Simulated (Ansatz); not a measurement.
**Rh: what symmetry allows forces and stress to be**

```
CELL_PARAMETERS angstrom
2.75952 0.00000 0.00000
-1.37976 2.38982 0.00000
0.00000 0.00000 8.49172
ATOMIC_POSITIONS crystal
Rh 0.00000 0.00000 0.97158
Rh 0.33333 0.66667 0.27842
Rh 0.00000 0.00000 0.47158
Rh 0.66667 0.33333 0.77842
```

All numbers below come from DFT PBE, scalar-relativistic, plane waves, PAW (Ansatz).

Settings: cutoff 420 eV, Γ-centred mesh 15×15×6 on the computed 4-atom cell, Gaussian smearing of 0.10 eV; no spin polarisation.

This distorted cell has space group P6_3mc, with 12 operations.

Task: Without a calculation: in which directions can each atom feel a force?

Result: A force must be left unchanged by every operation that keeps its atom in place, so it lies in the space that those operations leave fixed. Atoms that the group maps onto each other feel forces of one size.
| atom | site symmetry | operations at the site | equivalent to atom | allowed force (Cartesian) |
| --- | --- | --- | --- | --- |
| Rh1 | 3m. | 6 | 1 | along (0.00, 0.00, 1.00) |
| Rh2 | 3m. | 6 | 2 | along (0.00, 0.00, 1.00) |
| Rh3 | 3m. | 6 | 1 | along (0.00, 0.00, 1.00) |
| Rh4 | 3m. | 6 | 2 | along (0.00, 0.00, 1.00) |

That leaves 2 independent force components of 12, tied by 1 condition that the forces sum to zero, so 1 remains. A relaxation in this cell that keeps the symmetry moves the atoms in these directions alone.

Task: And the stress tensor?

Result: It must be invariant under the point group, which leaves 2 independent components: yz, xz, xy vanish; xx = yy.

Task: Do the computed values obey this?

Result: Yes. Forces (eV/Å):
```
Rh1  0.000  0.000  8.798
Rh2  0.000  0.000 -8.798
Rh3  0.000  0.000  8.798
Rh4  0.000  0.000 -8.798
```

Stress (GPa, compression positive, xx yy zz yz xz xy): 30.70 30.70 69.04 0.00 0.00 0.00. The program imposes the same operations on density, forces and stress, so this confirms the analysis and is no independent test of the calculation.

This form isn't the element's structure at ambient conditions.